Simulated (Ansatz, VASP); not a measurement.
**Two plane-wave programs on Si16Ge (a cell with a defect)**

```
Si Ge
1.0
     0.00000    5.43000    5.43000
     5.43000    0.00000    5.43000
     5.43000    5.43000    0.00000
Si Ge
16 1
Cartesian
  -0.1185 0.1345 -0.1203
  1.2755 1.3874 1.2719
  2.6964 2.8036 0.0864
  3.9487 4.1959 1.4798
  2.4537 -0.2625 2.4503
  3.8282 1.1119 3.8245
  5.3119 2.5962 2.8471
  6.7053 3.9889 4.1001
  0.0896 2.8032 2.6929
  1.4823 4.1966 3.9454
  2.9637 5.6773 2.9602
  4.3363 7.0501 4.3331
  2.8506 2.5955 5.3094
  4.1037 3.9893 6.7021
  5.5198 5.4100 5.5162
  6.9119 6.6623 6.9101
  6.1199 8.8333 6.1158
```

Alike in both runs: functional PBE; k mesh 2 × 2 × 2; occupations gaussian, width 0.05 eV; no spin polarisation.

Ansatz relaxed the structure, and its values are those at the end. VASP's run is a single point on that final structure, the one shown.

|  | VASP | Ansatz |
| --- | --- | --- |
| version | VASP 6.6.1 | Ansatz 0.2.0 |
| potentials or method | VASP PAW PBE potentials, release 64 (Si, Ge_d) | scalar-relativistic, plane waves, PAW |
| plane-wave cutoff (eV) | 520 | 420 |
| valence electrons in the cell | 78 | 78 |

```tsv
	VASP	Ansatz	Ansatz less VASP
rms of the force components (eV/Å)	0.011	0.011	+0.0006
```

Caveats: the k mesh is coarse (spacing up to 0.50 Å⁻¹), so the values aren't converged.
